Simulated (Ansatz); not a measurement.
Crystal: Ga.

```
Ga
1.0
    -1.38440    1.38440    2.31122
     1.38440   -1.38440    2.31122
     1.38440    1.38440   -2.31122
Ga
1
Cartesian
  0.0000 0.0000 0.0000
```

This isn't the form of Ga at room conditions, which is orthorhombic.

Base run:

| Property | Result |
| --- | --- |
| Program | Ansatz 0.2.0 |
| Functional | PBEsol |
| Potentials or basis | all-electron LAPW, scalar-relativistic |
| Cutoff | 238 eV |
| Density cutoff | 951 eV |
| Basis error allowed | 0.001 eV/atom |
| k mesh | 10 × 10 × 10 |
| Occupations | fermi-dirac, width 0.05 eV |
| Spin | no spin polarisation |

Its results: pressure 0.2 GPa.

Problem. The run is repeated on the same cell with these changes: functional from PBEsol to LDA; k mesh from 10 × 10 × 10 to 13 × 13 × 13. What comes out?

Solution. Pressure -2.4 GPa.

Several settings changed at once, so the effect can't be laid on one alone.

Caveats: the k mesh is thin for a metal, which can move the energy by tens of meV per atom (some runs).

Not every run made on this cell is shown here.
